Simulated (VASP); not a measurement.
Runs of VASP 6.6.1 on GaN. The structure is cubic, space group Fm-3m (No. 225). The conventional cell has a = 4.270 Å, b = 4.270 Å, c = 4.270 Å, α = 90.00°, β = 90.00°, γ = 90.00°. Ga (site symmetry m-3m) has 6 N at 2.14 Å as nearest neighbours. N (site symmetry m-3m) is surrounded by 6 Ga at 2.14 Å. Measurements of this composition are mostly on another form, of space group No. 186.

```csv
task,level,potentials or basis,cell,k mesh,cutoff (eV),mesh quality,gap on the mesh (eV),pressure (GPa),relaxed volume (Å³/atom)
relaxation of cell and atoms,RPBE,"VASP PAW PBE potentials, release 64 (Ga_d, N)",relaxed,14 × 14 × 14,600,not flagged,0.35,0.0,9.97
relaxation of cell and atoms,PBEsol,"VASP PAW PBE potentials, release 64 (Ga, N)",relaxed,14 × 14 × 14,580,not flagged,0.56,0.0,9.51
relaxation of cell and atoms,PBEsol,"VASP PAW PBE potentials, release 64 (Ga_d, N)",relaxed,14 × 14 × 14,600,not flagged,0.53,0.0,9.40
relaxation of cell and atoms,PBE+D3(BJ),"VASP PAW PBE potentials, release 64 (Ga_d, N)",relaxed,14 × 14 × 14,600,not flagged,0.54,0.0,9.51
relaxation of cell and atoms,LDA,"VASP PAW LDA potentials, release 64 (Ga_d, N)",relaxed,14 × 14 × 14,600,not flagged,(b),0.0,(c)
relaxation of cell and atoms,PBEsol,"VASP PAW PBE potentials, release 64 (Ga_d, N_s)",relaxed,14 × 14 × 14,480,not flagged,0.54,-0.1,9.41
relaxation of cell and atoms,PBEsol,"VASP PAW PBE potentials, release 64 (Ga_d, N)",relaxed,6 × 6 × 6,600,coarse,0.52,0.0,9.40
single point,PBEsol,"VASP PAW PBE potentials, release 64 (Ga_d, N)",as given,14 × 14 × 14,520,not flagged,(a),-7.2,-
```

Alike in all rows: no spin polarisation; smearing gaussian 0.02 eV.

Task: Estimate the missing entries.

Result: (a) 0.32; (b) 0.59; (c) 9.18.

Caveats: some runs use coarse meshes; the PAW data sets were made with another functional, which shifts forces and pressure a little (some runs).

A k mesh can miss the band edges, and the runs leave out spin-orbit coupling on Ga.

The runs don't all hold the same shells in valence.
